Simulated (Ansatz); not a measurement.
An input for Ansatz 0.2.0 (Sb2S3 (Stibnite)):

```yaml
crystal:
  lattice:
    - [11.311, 0.0, 0.0]
    - [0.0, 3.8389, 0.0]
    - [0.0, 0.0, 11.223]
  atoms:
    - { symbol: Sb, position: [0.47061, 0.25, 0.32595] }
    - { symbol: Sb, position: [0.02939, 0.75, 0.82595] }
    - { symbol: Sb, position: [0.97061, 0.25, 0.17405] }
    - { symbol: Sb, position: [0.52939, 0.75, 0.67405] }
    - { symbol: Sb, position: [0.35059, 0.75, 0.03602] }
    - { symbol: Sb, position: [0.14941, 0.25, 0.53602] }
    - { symbol: Sb, position: [0.85059, 0.75, 0.46398] }
    - { symbol: Sb, position: [0.64941, 0.25, 0.96398] }
    - { symbol: S, position: [0.29214, 0.25, 0.19181] }
    - { symbol: S, position: [0.20786, 0.75, 0.69181] }
    - { symbol: S, position: [0.79214, 0.25, 0.30819] }
    - { symbol: S, position: [0.70786, 0.75, 0.80819] }
    - { symbol: S, position: [0.5498, 0.75, 0.123] }
    - { symbol: S, position: [0.9502, 0.25, 0.623] }
    - { symbol: S, position: [0.0498, 0.75, 0.377] }
    - { symbol: S, position: [0.4502, 0.25, 0.877] }
    - { symbol: S, position: [0.3751, 0.75, 0.4389] }
    - { symbol: S, position: [0.1249, 0.25, 0.9389] }
    - { symbol: S, position: [0.8751, 0.75, 0.0611] }
    - { symbol: S, position: [0.6249, 0.25, 0.5611] }
kpoints:
  mp_grid: { grid: [2, 4, 2] }
hamiltonian:
  xc: pbe
scf:
  occupations: { method: fixed }
gw:
  n_empty_bands: 1454
  ecut_chi: 120.0
  qp_bands: [v2, c2]
  qp_kpoints: band_edges
  screening: { model: contour_deformation }
```

```sh
ansatz run input.yaml --threads 32 --pin off --max-ram 129024MiB --backend cuda --events-out ev --progress --plain --runs-dir out --devices 1 --max-vram 157GiB  # rebuilt from the run's record
```

Estimate wall time and host memory on 1 × NVIDIA GB200 with 32 threads of Arm Neoverse V2, shared host.

It took 70 s; on shared hardware allow 35 s to 2.3 min. Peak host memory was 8.4 GiB. The sizes that set the cost: 9525 plane waves a state, 12 irreducible k points, 1550 bands summed, 1471 plane waves in the screening and 7 SCF cycles.

The screening grows as filled bands × empty bands × pairs of k points, times the square of the screening basis for the matrix.

[Paths, hosts, dates, memory and timing lines, banners, echoed tables and standing remarks are left out of the program output.]

[Logs are printed without paths, hosts, clocks, repeated set-up lines and the standing remarks that a program may print on its own settings, such as how far it seeks lower states.]

[Runs of the session that timed out or met a known fault of the program may be left out.]

[Cells called generated may have been cut or substituted from an entry of the Crystallography Open Database or the Materials Project.]

[Hosts, paths, dates, database ids (printed as entryN), source tags and the programs' standing remarks are cut or masked in the printed files.]
